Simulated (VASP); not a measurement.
# Hf (Pm-3m) in VASP: a series of runs

Runs on Hf. Level: BLYP. Tasks: single point.

Program: VASP 6.6.1. These are calculated values, not measurements. Logs are shortened: lines on timing, memory, paths and dates and some standing lists are left out, and cuts for length are marked.

### Step 1. The crystal as given

The structure is cubic, space group Pm-3m (No. 221). Conventional cell: a = 2.956 Å, b = 2.956 Å, c = 2.956 Å, α = 90.00°, β = 90.00°, γ = 90.00°. Hf (site symmetry m-3m) is surrounded by 6 Hf at 2.96 Å.

This isn't the form of Hf at room conditions, which is hcp.

### Step 2. Single point, BLYP

The input, INCAR:

```
  PREC = Accurate
  ENCUT = 520
  EDIFF = 1E-6
  ISMEAR = -1
  SIGMA = 0.1
  LREAL = F
  LASPH = T
  NELM = 60
  ALGO = Fast
  ISIF = 2
  LWAVE = F
  LCHARG = T
  GGA = B5
  ALDAX = 1.0
  AGGAX = 1.0
  AGGAC = 1.0
  ALDAC = 0.0
  LELF = T
  LVHAR = T
  NBANDS = 11
```

The input, KPOINTS:

```
Automatic mesh
0
Gamma
  17 17 17
```

The input, POSCAR:

```
Hf
1.0
    2.9555014802      0.0000000000      0.0000000000
    0.0000000000      2.9555014802      0.0000000000
    0.0000000000      0.0000000000      2.9555014802
Hf
1
Direct
    0.0000000000      0.0000000000      0.0000000000
```

Potentials or basis: VASP PAW PBE potentials, release 64 (Hf_pv).

Launch:

```sh
$ cat potpaw_PBE.64/Hf_pv/POTCAR > POTCAR
$ mpirun -np 1 vasp_std > vasp.out
```

OUTCAR:

```text
PREC = Accurate
   ENCUT = 520
   EDIFF = 1E-6
   ISMEAR = -1
   LREAL = F
   LASPH = T
   NELM = 60
   ISIF = 2
   GGA = B5

 ion  position               nearest neighbor table
   1  0.000  0.000  0.000-

  LATTYP: Found a simple cubic cell.
 ALAT       =     2.9555014802

  Lattice vectors:

 A1 = (   2.9555014802,   0.0000000000,   0.0000000000)
 A2 = (   0.0000000000,   2.9555014802,   0.0000000000)
 A3 = (   0.0000000000,   0.0000000000,   2.9555014802)

Analysis of symmetry for initial positions (statically):
=====================================================================
 Subroutine PRICEL returns:
 Original cell was already a primitive cell.

 Routine SETGRP: Setting up the symmetry group for a
 simple cubic supercell.

 Subroutine GETGRP returns: Found 48 space group operations
 (whereof 48 operations were pure point group operations)
 out of a pool of 48 trial point group operations.

The static configuration has the point symmetry O_h .

Analysis of symmetry for dynamics (positions and initial velocities):
=====================================================================
 Subroutine PRICEL returns:
 Original cell was already a primitive cell.

 Routine SETGRP: Setting up the symmetry group for a
 simple cubic supercell.

 Subroutine GETGRP returns: Found 48 space group operations
 (whereof 48 operations were pure point group operations)
 out of a pool of 48 trial point group operations.

The dynamic configuration has the point symmetry O_h .

 Subroutine INISYM returns: Found 48 space group operations
 (whereof 48 operations are pure point group operations),
 and found     1 'primitive' translations

----------------------------------------------------------------------------------------

                                     Primitive cell

  volume of cell :      25.8163

  direct lattice vectors                    reciprocal lattice vectors
     2.955501480  0.000000000  0.000000000     0.338352055  0.000000000  0.000000000
     0.000000000  2.955501480  0.000000000     0.000000000  0.338352055  0.000000000
     0.000000000  0.000000000  2.955501480     0.000000000  0.000000000  0.338352055

  length of vectors
     2.955501480  2.955501480  2.955501480     0.338352055  0.338352055  0.338352055

  position of ions in fractional coordinates (direct lattice)
     0.000000000  0.000000000  0.000000000

  ion indices of the primitive-cell ions
   primitive index   ion index
                 1           1

----------------------------------------------------------------------------------------

 KPOINTS: Automatic mesh

Automatic generation of k-mesh.
 Grid dimensions read from file:
 generate k-points for:   17   17   17

 Generating k-lattice:

  Cartesian coordinates                     Fractional coordinates (reciprocal lattice)
     0.019903062  0.000000000  0.000000000     0.058823529  0.000000000  0.000000000
     0.000000000  0.019903062  0.000000000     0.000000000  0.058823529  0.000000000
     0.000000000  0.000000000  0.019903062     0.000000000  0.000000000  0.058823529

  Length of vectors
     0.019903062  0.019903062  0.019903062

  Shift w.r.t. Gamma in fractional coordinates (k-lattice)
     0.000000000  0.000000000  0.000000000

 Subroutine IBZKPT returns following result:
 ===========================================

 Found    165 irreducible k-points:

 Following reciprocal coordinates:
            Coordinates               Weight
  0.000000  0.000000  0.000000      1.000000
  0.058824  0.000000  0.000000      6.000000
  0.117647  0.000000  0.000000      6.000000
  0.176471  0.000000  0.000000      6.000000
  0.235294  0.000000  0.000000      6.000000
  0.294118  0.000000  0.000000      6.000000
[... 16 lines left out ...]
  0.411765  0.117647  0.000000     24.000000
  0.470588  0.117647  0.000000     24.000000
 [... further k-points ...]
   k-points           NKPTS =    165   k-points in BZ     NKDIM =    165   number of bands    NBANDS=     11
   number of dos      NEDOS =    301   number of ions     NIONS =      1
   total plane-waves  NPLWV =  13824
   dimension x,y,z NGX =    24 NGY =   24 NGZ =   24
   dimension x,y,z NGXF=    48 NGYF=   48 NGZF=   48
   ions per type =               1
   NGX,Y,Z   is equivalent  to a cutoff of  13.50, 13.50, 13.50 a.u.
   NGXF,Y,Z  is equivalent  to a cutoff of  27.00, 27.00, 27.00 a.u.
 SYSTEM =  unknown system
   PREC   = accura    normal or accurate (medium, high low for compatibility)
   ISTART =      0    job   : 0-new  1-cont  2-samecut
   ICHARG =      2    charge: 1-file 2-atom 10-const
   ISPIN  =      1    spin polarized calculation?
   LNONCOLLINEAR =      F non collinear calculations
   LSORBIT =      F    spin-orbit coupling
   LASPH  =      T    aspherical Exc in radial PAW
   ENCUT  =  520.0 eV  38.22 Ry    6.18 a.u.   5.50  5.50  5.50*2*pi/ulx,y,z
   NELM   =     60;   NELMIN=  2; NELMDL= -5     # of ELM steps
   EDIFF  = 0.1E-05   stopping-criterion for ELM
   LREAL  =      F    real-space projection
   EDIFFG = 0.1E-04   stopping-criterion for IOM
   NSW    =      0    number of steps for IOM
   IBRION =     -1    ionic relax: 0-MD 1-quasi-New 2-CG
   NFREE  =      0    steps in history (QN), initial steepest desc. (CG)
   ISIF   =      2    stress and relaxation
   ISYM   =      2    0-nonsym 1-usesym 2-fastsym
   POTIM  = 0.5000    time-step for ionic-motion
   TEBEG  =    0.0;   TEEND  =   0.0 temperature during run
   PSTRESS=    0.0 pullay stress
   NELECT =      10.0000    total number of electrons
   NUPDOWN=      -1.0000    fix difference up-down
   EMIN   =  10.00;   EMAX   =-10.00  energy-range for DOS
   EFERMI =   0.00;   METHOD = LEGACY
   ISMEAR =    -1;   SIGMA  =   0.10  broadening in eV -4-tet -1-fermi 0-gaus
   EFERMI_NEDOS =   21; number of points for ismear=-14 and -15
   IALGO  =     68    algorithm
   IMIX   =      4    mixing-type and parameters
     AMIX     =   0.40;   BMIX     =  1.00
     AMIX_MAG =   1.60;   BMIX_MAG =  1.00
  volume/ion in A,a.u.               =      25.82       174.22
  Fermi-wavevector in a.u.,A,eV,Ry     =   1.193375  2.255152 19.376658  1.424144
  Thomas-Fermi vector in A             =   2.329391
   LORBIT       =      0    0 simple, 1 ext, 2 COOP (PROOUT), +10 PAW based schemes
   GGA     = B5    functional components
   LHFCALC =     F    Hartree Fock is set to
   AEXX    =    0.0000 exact exchange contribution
   IVDW    =     0    specifies the selected vdW correction
   LEPSILON=     F    determine dielectric tensor
   LRPA    =     F    only Hartree local field effects (RPA)
 non-spin polarized calculation
 RMM-DIIS sequential band-by-band and
  energy-cutoff  :      520.00
  volume of cell :       25.82
 maximum number of plane-waves:       739
 NGX is ok and might be reduce to    24
   NGX = 11   NGY = 11   NGZ = 11

 number of electron      10.0000000 magnetization

 Free energy of the ion-electron system (eV)
  ---------------------------------------------------
  ext. energy  EPLUGINS =         0.00000000
  ---------------------------------------------------
  free energy    TOTEN  =        -7.75036335 eV

  energy without entropy =       -7.69161995  energy(sigma->0) =       -7.72099165

 E-fermi :   4.0531     XC(G=0):  -9.9423

 val. band max:        4.0503685586   @ k =   0.2353   0.1176   0.1176
 cond. band min:       4.0623061115   @ k =   0.4118   0.4118   0.2941
 fundamental gap:      0.0119375528
 Fermi energy:         4.0530518581

 k-point     1 :       0.0000    0.0000    0.0000
  band No.  band energies     occupation
      1     -25.8979      2.00000
      2     -25.8979      2.00000
      3     -25.8979      2.00000
      4      -2.1530      2.00000
      5       2.6751      2.00000
      6       2.6751      2.00000
      7      10.1060      0.00000
      8      10.1060      0.00000
      9      10.1060      0.00000
     10      16.6671      0.00000
     11      16.6671      0.00000

 k-point     2 :       0.0588    0.0000    0.0000
  band No.  band energies     occupation
      1     -25.9277      2.00000
      2     -25.8955      2.00000
      3     -25.8955      2.00000
      4      -2.0653      2.00000
      5       2.6998      2.00000
      6       2.7555      2.00000
      7       9.9346      0.00000
      8       9.9346      0.00000
      9      10.1170      0.00000
     10      16.1585      0.00000
     11      16.8829      0.00000

 k-point     3 :       0.1176    0.0000    0.0000
  band No.  band energies     occupation
      1     -26.0121      2.00000
      2     -25.8884      2.00000
      3     -25.8884      2.00000
      4      -1.8122      2.00000
      5       2.7716      1.99999
      6       2.9885      1.99995
      7       9.4938      0.00000
      8       9.4938      0.00000
      9      10.1486      0.00000
     10      15.1084      0.00000
     11      17.4522      0.00000

 k-point     4 :       0.1765    0.0000    0.0000
  band No.  band energies     occupation
      1     -26.1379      2.00000
      2     -25.8777      2.00000
      3     -25.8777      2.00000
      4      -1.4207      2.00000
      5       2.8837      1.99998
      6       3.3441      1.99833
      7       8.9252      0.00000
      8       8.9252      0.00000
      9      10.1970      0.00000
     10      14.0137      0.00000
     11      18.0983      0.00000
[... 239 lines left out ...]
 k-point    22 :       0.3529    0.1176    0.0000
  band No.  band energies     occupation
      1     -26.5550      2.00000
      2     -25.9490      2.00000
      3     -25.8300      2.00000
      4       0.5082      2.00000
      5       3.5625      1.98530
      6       4.2348      0.27936
      7       7.1212      0.00000
      8       7.4754      0.00000
      9       9.8613      0.00000
     10      12.7737      0.00000
     11      17.8863      0.00000

 k-point    23 :       0.4118    0.1176    0.0000
  band No.  band energies     occupation
      1     -26.6521      2.00000
      2     -25.9392      2.00000
      3     -25.8209      2.00000
      4       1.0090      2.00000
      5       3.6733      1.95612
      6       4.0248      1.14038
      7       7.1508      0.00000
      8       7.1875      0.00000
      9       9.9130      0.00000
     10      12.8195      0.00000
     11      17.6203      0.00000

 k-point    24 :       0.4706    0.1176    0.0000
  band No.  band energies     occupation
      1     -26.7035      2.00000
      2     -25.9340      2.00000
      3     -25.8161      2.00000
      4       1.3389      2.00000
      5       3.7024      1.94174
      6       3.8395      1.78871
      7       7.0400      0.00000
      8       7.1836      0.00000
      9       9.9412      0.00000
     10      13.0101      0.00000
     11      17.3720      0.00000

 [... further k-points ...]

------------------------ aborting loop because EDIFF is reached ----------------------------------------

  FORCE on cell =-STRESS in cart. coord.  units (eV):
  Direction    XX          YY          ZZ          XY          YZ          ZX
  --------------------------------------------------------------------------------------
  -------------------------------------------------------------------------------------
  Total       -0.0080423     -0.0080423     -0.0080423     -0.0000000     -0.0000000      0.0000000
  in kB       -0.4991124     -0.4991124     -0.4991124     -0.0000000     -0.0000000      0.0000000
  external PRESSURE =      -0.4991124 kB  Pullay stress =       0.0000000 kB

 VOLUME and BASIS-vectors are now :
 -----------------------------------------------------------------------------
  energy-cutoff  :      520.00
  volume of cell :       25.82
      direct lattice vectors                 reciprocal lattice vectors
     2.955501480  0.000000000  0.000000000     0.338352055  0.000000000  0.000000000
     0.000000000  2.955501480  0.000000000     0.000000000  0.338352055  0.000000000
     0.000000000  0.000000000  2.955501480     0.000000000  0.000000000  0.338352055

 POSITION                                       TOTAL-FORCE (eV/Angst)
 -----------------------------------------------------------------------------------
      0.00000      0.00000      0.00000         0.000000      0.000000      0.000000
 -----------------------------------------------------------------------------------
    total drift:                                0.000000     -0.000000     -0.000000

  FREE ENERGIE OF THE ION-ELECTRON SYSTEM (eV)
  ---------------------------------------------------
  free  energy   TOTEN  =        -7.7503633453 eV

  energy  without entropy=       -7.6916199487  energy(sigma->0) =       -7.72099165
```

Wall time 1.7 min (1 thread of AMD EPYC, shared host); peak memory 0.13 GiB.

Results:

| Property | Result |
| --- | --- |
| Free energy | -7.7504 eV |
| Pressure | 0.0 GPa |
| Band gap on the k mesh | none (metal or under the smearing width) |

Caveat: the PAW data sets were made with another functional, which shifts forces and pressure a little. The run has no spin-orbit coupling, so splittings on Hf are missing.

### Step 3. Single point, BLYP

This run uses another cell than the first one, of 22.72 Å³/atom, 0.880 times its volume.

Edit INCAR of step 2 so:

```diff
@@ -11,3 +11,3 @@
   LWAVE = F
-  LCHARG = T
+  LCHARG = F
   GGA = B5
@@ -17,4 +17,2 @@
   ALDAC = 0.0
-  LELF = T
-  LVHAR = T
   NBANDS = 11
```

The input, KPOINTS:

```
Automatic mesh
0
Gamma
  12 12 12
```

The input, POSCAR:

```
Hf
1.0
    2.8322096960      0.0000000000      0.0000000000
    0.0000000000      2.8322096960      0.0000000000
    0.0000000000      0.0000000000      2.8322096960
Hf
1
Direct
    0.0000000000      0.0000000000      0.0000000000
```

Potentials or basis: VASP PAW PBE potentials, release 64 (Hf_pv).

Launch:

```sh
$ cat potpaw_PBE.64/Hf_pv/POTCAR > POTCAR
$ mpirun -np 1 vasp_std > vasp.out
```

It took 61 s on 1 thread of AMD EPYC, shared host; peak memory 0.11 GiB.

It converged, with:

```
Free energy            : -7.6504 eV
Pressure               : 11.2 GPa
Band gap on the k mesh : none (metal or under the smearing width)
```

Levels at points of the mesh, in eV from the Fermi level:
```
           k point  band 1  band 2  band 3  band 4  band 5  band 6  band 7  band 8  band 9  band 10
(0.00, 0.00, 0.00)  -29.60  -29.60  -29.60   -6.59   -1.71   -1.71    6.93    6.93    6.93    13.78
(0.50, 0.00, 0.00)  -30.81  -29.49  -29.49   -3.16   -0.74    0.31    3.14    3.14    7.35    10.48
(0.50, 0.50, 0.00)  -30.64  -30.64  -29.38   -3.21   -0.66    3.94    3.94    5.12    5.12     9.44
(0.50, 0.50, 0.50)  -30.49  -30.49  -30.49   -1.57   -1.57   -1.57    7.24    9.73    9.73    11.15
```

Caveat: the PAW data sets were made with another functional, which shifts forces and pressure a little. The run has no spin-orbit coupling, so splittings on Hf are missing.

### Step 4. Single point, BLYP

This run uses another cell than the first one, of 23.75 Å³/atom, 0.920 times its volume.

Edit INCAR of step 3 so:

```diff
@@ -8,3 +8,3 @@
   NELM = 60
-  ALGO = Fast
+  ALGO = Normal
   ISIF = 2
```

KPOINTS is that of step 3.

The input, POSCAR:

```
Hf
1.0
    2.8744877155      0.0000000000      0.0000000000
    0.0000000000      2.8744877155      0.0000000000
    0.0000000000      0.0000000000      2.8744877155
Hf
1
Direct
    0.0000000000      0.0000000000      0.0000000000
```

Launch:

```sh
$ cat potpaw_PBE.64/Hf_pv/POTCAR > POTCAR
$ mpirun -np 1 vasp_std > vasp.out
```

Wall time 57 s (1 thread of AMD EPYC, shared host); peak memory 0.12 GiB.

Results (log left out):

```
Free energy            : -7.7076 eV
Pressure               : 6.8 GPa
Band gap on the k mesh : none (metal or under the smearing width)
```

Levels at points of the mesh, in eV from the Fermi level:
| k point | band 3 | band 4 | band 5 | band 6 | band 7 | band 8 |
| --- | --- | --- | --- | --- | --- | --- |
| (0.00, 0.00, 0.00) | -29.73 | -6.47 | -1.60 | -1.60 | 6.60 | 6.60 |
| (0.50, 0.00, 0.00) | -29.63 | -3.14 | -0.67 | 0.23 | 3.04 | 3.04 |
| (0.50, 0.50, 0.00) | -29.54 | -2.99 | -0.68 | 3.79 | 3.79 | 4.84 |
| (0.50, 0.50, 0.50) | -30.51 | -1.42 | -1.42 | -1.42 | 7.23 | 9.24 |

Caveat: the PAW data sets were made with another functional, which shifts forces and pressure a little. Spin-orbit coupling is left out, which matters for the levels of Hf.

### Step 5. Overview

```tsv
cell	k mesh	gap on the mesh (eV)	pressure (GPa)
Pm-3m, 25.82 Å³/atom	17 × 17 × 17	none	0.0
Pm-3m, 22.72 Å³/atom	12 × 12 × 12	none	11.2
Pm-3m, 23.75 Å³/atom	12 × 12 × 12	none	6.8
```

Alike in all rows: task single point; level BLYP; potentials or basis VASP PAW PBE potentials, release 64 (Hf_pv); no spin polarisation; cutoff (eV) 520; smearing fermi-dirac 0.1 eV.

Every run on the cell as given and a fine mesh finds a metal.

Caveats: the PAW data sets were made with another functional, which shifts forces and pressure a little.

Absolute energies hang on the potentials; compare differences alone.
